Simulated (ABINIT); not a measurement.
Crystal: ZnO (zincite).

```
CELL_PARAMETERS angstrom
3.24931 0.00000 0.00000
-1.62465 2.81398 0.00000
0.00000 0.00000 5.20571
ATOMIC_POSITIONS crystal
Zn 0.66667 0.33333 0.00000
Zn 0.33333 0.66667 0.50000
O 0.33333 0.66667 0.87901
O 0.66667 0.33333 0.37901
```

* Program: ABINIT 10.8.3 (patched build)
* Task: single point
* Functional: PBE
* Potentials or basis: JTH PAW PBE v2.0
* Cutoff: 626 eV
* k mesh: 9 × 9 × 5
* Occupations: fermi-dirac, width 0.05 eV
* Spin: no spin polarisation

On this cell: pressure 4.4 GPa; largest force 0.072 eV/Å; band gap on the k mesh 0.79 eV, direct.

The same run follows on a disturbed copy (atoms moved at random, drawn with an rms of 0.05 Å):

```
CELL_PARAMETERS angstrom
3.24931 0.00000 0.00000
-1.62465 2.81398 0.00000
0.00000 0.00000 5.20571
ATOMIC_POSITIONS crystal
Zn 0.66956 0.34131 0.99236
Zn 0.31933 0.65159 0.51416
O 0.33169 0.67654 0.88788
O 0.68061 0.33513 0.38486
```

Question: What changes?

Answer: The energy moves by +18.8 meV/atom; pressure 4.9 GPa; largest force 1.008 eV/Å; band gap on the k mesh 0.76 eV, direct.

Forces on the atoms (eV/Å):
```
Zn  -0.148  0.016  0.873
Zn   0.512  0.348 -0.796
O    0.208 -0.046  0.051
O   -0.571 -0.318 -0.128
```

Stress tensor (GPa, compression positive):
```
5.80 2.25 0.83
2.25 4.14 0.89
0.83 0.89 4.69
```

Caveats: the atomic spheres overlap (some runs).

